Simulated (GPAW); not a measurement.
The system is Au.

```
CELL_PARAMETERS angstrom
2.90000 0.00000 0.00000
-1.45000 2.51147 0.00000
0.00000 0.00000 4.88000
ATOMIC_POSITIONS crystal
Au 0.66667 0.33333 0.25000
Au 0.33333 0.66667 0.75000
```

This isn't the form of Au at room conditions, which is fcc.

* Program: GPAW 26.7.0
* Task: single point
* Functional: PBE
* Potentials or basis: GPAW PAW data sets (gpaw-data 1.2.1)
* Cutoff: 600 eV
* Basis: pw
* k mesh: 11 × 11 × 6
* Occupations: fermi-dirac, width 0.05 eV
* Spin: no spin polarisation

On this cell: pressure 3.8 GPa; largest force under 0.003 eV/Å; band gap on the k mesh none (metal or under the smearing width).

The same run follows on a disturbed copy (atoms moved at random, drawn with an rms of 0.05 Å):

```
CELL_PARAMETERS angstrom
2.90000 0.00000 0.00000
-1.45000 2.51147 0.00000
0.00000 0.00000 4.88000
ATOMIC_POSITIONS crystal
Au 0.68819 0.35203 0.25122
Au 0.32218 0.66326 0.75447
```

Question: What changes?

Answer: The energy (extrapolated to zero smearing) moves by +1.1 meV/atom; pressure 3.9 GPa; largest force 0.114 eV/Å; band gap on the k mesh none (metal or under the smearing width).

Forces in eV/Å, atoms in the order of the input:
```
Au  -0.036 -0.023  0.106
Au   0.036  0.023 -0.106
```

Stress tensor (GPa, compression positive):
```
 4.37  0.24 -0.08
 0.24  4.01 -0.06
-0.08 -0.06  3.24
```

Caveats: with this Au data set, volumes or pressures lay over 1.5 % or 2 GPa off other programs in two to four cells of ten.
